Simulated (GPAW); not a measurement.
# SnSe (F-43m) in GPAW: convergence with basis set

Aim: find how far basis set must go before the results for SnSe settle, at LDA. This setting moves, with any that are tied to it; all else stays.

Program: GPAW 26.7.0. These are calculated values, not measurements. Logs are shortened: lines on timing, memory, paths and dates and some standing lists are left out, and cuts for length are marked. The log counts tension as positive stress, the text compression.

## (1) The crystal as given

Symmetry: F-43m, No. 216, cubic system. The conventional cell has a = 6.782 Å, b = 6.782 Å, c = 6.782 Å, α = 90.00°, β = 90.00°, γ = 90.00°. Sn (site symmetry -43m) has 4 Se at 2.94 Å as nearest neighbours. Se (site symmetry -43m) has 4 Sn at 2.94 Å as nearest neighbours.

The cell was built by a generator and needn't be a form met in nature.

## (2) With basis set lcao:sz(dzp)

Input file run.py:

```python
from ase.dft.bandgap import bandgap
from ase.io import read, write
from gpaw import GPAW

atoms = read('POSCAR')

calc = GPAW(mode='lcao',
            h=0.16,
            basis='sz(dzp)',
            xc='LDA',
            kpts={'size': (7, 7, 7), 'gamma': True},
            occupations={'name': 'fermi-dirac', 'width': 0.05},
            convergence={'density': 1e-05, 'energy': 1e-05},
            maxiter=100,
            txt='gpaw.txt')
atoms.calc = calc
energy = atoms.get_potential_energy()
forces = atoms.get_forces()
calc.write('gs.gpw')
write('result.traj', atoms)
print(f'Energy: {energy:.6f} eV')
print('Forces (eV/A):')
print(forces.round(4))
print('Fermi level:', round(calc.get_fermi_level(), 4), 'eV')
print(f'Gap: {bandgap(calc)[0]:.4f} eV, direct: {bandgap(calc, direct=True)[0]:.4f} eV')
```

Input file POSCAR:

```
SnSe
1.0
    0.0000000000      3.3908400000      3.3908400000
    3.3908400000      0.0000000000      3.3908400000
    3.3908400000      3.3908400000      0.0000000000
Sn Se
1 1
Direct
    0.0000000000      0.0000000000      0.0000000000
    0.7500000000      0.7500000000      0.7500000000
```

Potentials or basis: the program's PAW data sets (release 1.2.1) made for this functional, lcao:sz(dzp).

Run with:

```console
OMP_NUM_THREADS=1 python run.py
```

gpaw.txt:

```text
__  _  _
 | _ |_)|_||  |
 |__||  | ||/\| - 26.7.0

Input parameters:
  mode=LCAO(),
  basis={'default': 'sz(dzp)'},
  convergence={'density': 1e-05, 'energy': 1e-05},
  h=0.16,
  kpts=MonkhorstPack(size=(7, 7, 7), gamma=True),
  maxiter=100,
  occupations=Occupations(name='fermi-dirac', width=0.05),
  xc=XC(name='LDA')

                       Se

       Sn

Atoms  # Å, Bohr magnetons
|   | symbol |        x |        y |        z |    initial magnetic moments |
|---|--------|----------|----------|----------|-----------------------------|
| 0 |     Sn | 0.000000 | 0.000000 | 0.000000 | ( 0.0000,  0.0000,  0.0000) |
| 1 |     Se | 5.086260 | 5.086260 | 5.086260 | ( 0.0000,  0.0000,  0.0000) |

Unit cell  # Å
| periodic |        x |        y |        z |  lengths |    angles |
|----------|----------|----------|----------|----------|-----------|
|      yes | 0.000000 | 3.390840 | 3.390840 | 4.795372 | 60.000000 |
|      yes | 3.390840 | 0.000000 | 3.390840 | 4.795372 | 60.000000 |
|      yes | 3.390840 | 3.390840 | 0.000000 | 4.795372 | 60.000000 |

Number of symmetries: 24
Symmetry operations  # r_c * U_cc + t_c -> r_c
|    | kind |            matrix            |
|----|------|------------------------------|
|  0 |  E   |  1, 0, 0,  0, 1, 0,  0, 0, 1 |
|  1 |  σ   |  1, 0, 0,  0, 0, 1,  0, 1, 0 |
|  2 |  σ   |  1, 0,-1,  0, 1,-1,  0, 0,-1 |
|  3 |  C3  |  1, 0,-1,  0, 0,-1,  0, 1,-1 |
|  4 |  C3  |  1,-1, 0,  0,-1, 1,  0,-1, 0 |
|  5 |  σ   |  1,-1, 0,  0,-1, 0,  0,-1, 1 |
|  6 |  σ   |  0, 1, 0,  1, 0, 0,  0, 0, 1 |
|  7 |  C3  |  0, 1, 0,  0, 0, 1,  1, 0, 0 |
|  8 |  C2  |  0, 1,-1,  1, 0,-1,  0, 0,-1 |
|  9 |  S4  |  0, 1,-1,  0, 0,-1,  1, 0,-1 |
| 10 |  C3  |  0, 0, 1,  1, 0, 0,  0, 1, 0 |
| 11 |  σ   |  0, 0, 1,  0, 1, 0,  1, 0, 0 |
| 12 |  S4  |  0, 0,-1,  1, 0,-1,  0, 1,-1 |
| 13 |  C3  |  0, 0,-1,  0, 1,-1,  1, 0,-1 |
| 14 |  S4  |  0,-1, 1,  1,-1, 0,  0,-1, 0 |
| 15 |  C2  |  0,-1, 1,  0,-1, 0,  1,-1, 0 |
| 16 |  C3  |  0,-1, 0,  1,-1, 0,  0,-1, 1 |
| 17 |  S4  |  0,-1, 0,  0,-1, 1,  1,-1, 0 |
[... 308 lines left out ...]
  Old densities: 10
  SVD Regularization: 0.005
  Good broyden scale: 1.0
  Trust region scale: 1.0
  Backstep threshold: 4.0
  History deletion threshold: 6.0
  Fourier metric: weight=20.0, sigma=0.015

occupation numbers:
  Fermi-Dirac:
    width: 0.0500  # eV

FastPoissonSolver using
    Stencil: 12*3+1=37 point O(h^6) finite-difference Laplacian
    FFT axes: [np.int64(0), np.int64(1), np.int64(2)]
    FST axes: []

xc functional:
  name: None
interpolation: tri-quintic # 5. degree polynomial

convergence criteria:
- Maximum integral of absolute [dens]ity change: 1e-05 electrons / valence electron
- Maximum [total energy] change in last 3 cyles: 1e-05 eV / valence electron
- Maximum integral of absolute [eigenst]ate change: 4e-08 eV^2 / valence electron
maximum number of iterations: 100

SCF iterations
|iter     | |      energy | eigst |  dens |
|---------|-|-------------|-------|-------|
|iter:   1| |   -7.562391 |      c|       |
|iter:   2| |   -7.535946 |      c| -1.34 |
|iter:   3| |   -7.438308 |      c| -1.38 |
|iter:   4| |   -7.435210 |      c| -2.09 |
|iter:   5| |   -7.434302 |      c| -2.40 |
|iter:   6| |   -7.434305 |      c| -3.88 |
|iter:   7| |   -7.434305c|      c| -4.76 |
|iter:   8| |   -7.434305c|      c| -5.51c|

Converged in 8 steps
Energy contributions relative to reference atoms: (reference = -233882.760451)

Energy contributions:
  Kinetic:          55.966668
  Coulomb:         -52.861419
  Zero:              0.060268
  External:          0.000000
  Xc:              -10.599297
  Entropy:          -0.001051
  Spinorbit:         0.000000
  ----------------------------
  Free energy:      -7.434831
  Extrapolated:     -7.434305

dipole moment: (-20.236657, -20.236657, -20.236657)  # |e|*Ang

Fermi level: 3.138
Eigenvalues  # (at kpt = [0.000, 0.000, 0.000])
| band index |      eig [eV] | occ [0-2] |
|------------|---------------|-----------|
|          0 |       -17.907 |     2.000 |
|        ... |               |           |
|          2 |       -17.906 |     2.000 |
|          3 |       -17.872 |     2.000 |
|          4 |       -17.872 |     2.000 |
|          5 |       -10.125 |     2.000 |
|          6 |        -2.463 |     2.000 |
|          7 |         0.852 |     2.000 |
|          8 |         0.853 |     2.000 |
|          9 |         0.853 |     2.000 |
|         10 |         4.611 |     0.000 |
|         11 |         4.611 |     0.000 |
|         12 |         4.611 |     0.000 |

Gap: 0.376 eV
Transition (v -> c):
  (s=0, k=9, n=9, [0.43, 0.29, -0.29]) -> (s=0, k=16, n=10, [0.43, 0.43, 0.00])
Direct/indirect transitions are different
Direct gap: 0.525 eV
Transition at: (s=0, k=16, n=9, [0.43, 0.43, 0.00])

Forces  # eV/Ang
|        x |        y |        z |
|----------|----------|----------|
| -0.00000 |  0.00000 | -0.00000 |  # Sn   0
|  0.00000 | -0.00000 | -0.00000 |  # Se   1

# Writing to gs.gpw (mode='')
```

Wall time 8.5 s (1 thread of Intel Xeon Platinum 8488C (Sapphire Rapids), shared host); peak memory 0.18 GiB.

Results:

* Free energy: -7.4348 eV
* Band gap on the k mesh: 0.38 eV, indirect (least direct gap 0.53 eV)

## (3) With basis set lcao:szp(dzp)

run.py: that of step 2 with these lines changed.

```diff
@@ -8,3 +8,3 @@
             h=0.16,
-            basis='sz(dzp)',
+            basis='szp(dzp)',
             xc='LDA',
```

POSCAR is that of step 2.

Potentials or basis: the program's PAW data sets (release 1.2.1) made for this functional, lcao:szp(dzp).

Run with:

```console
OMP_NUM_THREADS=1 python run.py
```

It took 26 s on 1 thread of Intel Xeon Platinum 8488C (Sapphire Rapids), shared host; peak memory 0.19 GiB.

What came out:

| Quantity | Value |
| --- | --- |
| Free energy | -8.0208 eV |
| Band gap on the k mesh | 0.30 eV, indirect (least direct gap 0.52 eV) |

## (4) With basis set lcao:dz(dzp)

run.py: that of step 3 with these lines changed.

```diff
@@ -8,3 +8,3 @@
             h=0.16,
-            basis='szp(dzp)',
+            basis='dz(dzp)',
             xc='LDA',
```

POSCAR is that of step 3.

Potentials or basis: the program's PAW data sets (release 1.2.1) made for this functional, lcao:dz(dzp).

Run with:

```console
OMP_NUM_THREADS=1 python run.py
```

Run time: 12 s. Hardware: 1 thread of Intel Xeon Platinum 8488C (Sapphire Rapids), shared host; peak memory 0.19 GiB.

What came out:

```yaml
Free_energy: -7.8474 eV
Band_gap_on_the_k_mesh: 0.38 eV, indirect (least direct gap 0.71 eV)
```

## (5) With basis set lcao:dzp

run.py: that of step 4 with these lines changed.

```diff
@@ -8,3 +8,3 @@
             h=0.16,
-            basis='dz(dzp)',
+            basis='dzp',
             xc='LDA',
```

POSCAR is that of step 4.

Potentials or basis: the program's PAW data sets (release 1.2.1) made for this functional, lcao:dzp.

Run with:

```console
OMP_NUM_THREADS=1 python run.py
```

Run time: 33 s. Hardware: 1 thread of Intel Xeon Platinum 8488C (Sapphire Rapids), shared host; peak memory 0.2 GiB.

It converged, with:

```yaml
Free_energy: -8.3721 eV
Band_gap_on_the_k_mesh: 0.29 eV, indirect (least direct gap 0.64 eV)
```

## (6) With basis set fd

run.py: that of step 5 with these lines changed.

```diff
@@ -6,5 +6,4 @@
 
-calc = GPAW(mode='lcao',
+calc = GPAW(mode='fd',
             h=0.16,
-            basis='dzp',
             xc='LDA',
@@ -12,2 +11,3 @@
             occupations={'name': 'fermi-dirac', 'width': 0.05},
+            nbands=19,
             convergence={'density': 1e-05, 'energy': 1e-05},
```

POSCAR is that of step 5.

Potentials or basis: the program's PAW data sets (release 1.2.1) made for this functional, fd.

Run with:

```console
OMP_NUM_THREADS=1 python run.py
```

Run time: 39 s. Hardware: 1 thread of Intel Xeon Platinum 8488C (Sapphire Rapids), shared host; peak memory 0.29 GiB.

It converged, with:

* Free energy: -8.9567 eV
* Band gap on the k mesh: 0.21 eV, indirect (least direct gap 0.65 eV)

## (7) With basis set pw

run.py: that of step 6 with these lines changed.

```diff
@@ -2,3 +2,4 @@
 from ase.io import read, write
-from gpaw import GPAW
+from ase.units import GPa
+from gpaw import GPAW, PW
 
@@ -6,4 +7,3 @@
 
-calc = GPAW(mode='fd',
-            h=0.16,
+calc = GPAW(mode=PW(600),
             xc='LDA',
@@ -18,2 +18,3 @@
 forces = atoms.get_forces()
+stress = atoms.get_stress()
 calc.write('gs.gpw')
@@ -23,2 +24,3 @@
 print(forces.round(4))
+print('Stress (GPa):', (stress / GPa).round(3))
 print('Fermi level:', round(calc.get_fermi_level(), 4), 'eV')
```

POSCAR is that of step 6.

Potentials or basis: the program's PAW data sets (release 1.2.1) made for this functional, pw.

Run with:

```console
OMP_NUM_THREADS=1 python run.py
```

Run time: 12 s. Hardware: 1 thread of Intel Xeon Platinum 8488C (Sapphire Rapids), shared host; peak memory 0.17 GiB.

Results (log left out):

```yaml
Free_energy: -8.9478 eV
Pressure: -2.7 GPa
Band_gap_on_the_k_mesh: 0.21 eV, indirect (least direct gap 0.65 eV)
```

## (8) The series at a glance

| basis set | energy less the tightest run, at zero smearing (meV/atom) | gap on the mesh (eV) | SCF cycles | CPU time (s) | peak memory (GiB) |
| --- | --- | --- | --- | --- | --- |
| lcao:sz(dzp) | 756.12 | 0.376 | 8 | 8.5 | 0.18 |
| lcao:szp(dzp) | 463.31 | 0.297 | 8 | 26 | 0.19 |
| lcao:dz(dzp) | 549.79 | 0.382 | 8 | 12 | 0.19 |
| lcao:dzp | 287.62 | 0.293 | 9 | 33 | 0.2 |
| fd | -4.45 | 0.210 | 10 | 39 | 0.29 |
| pw | 0.00 | 0.210 | 9 | 12 | 0.17 |

Against the tightest run, the gap on the mesh stays within 0.01 eV from fd on. Not settled before the last step: the energy (to 1 meV/atom). The tightest run that finished is the yardstick and may itself not be fully converged.

Caveats: spin-orbit coupling is left out, which moves the levels of the heavy elements; an odd mesh through Γ misses points on the zone boundary, where band edges often lie.
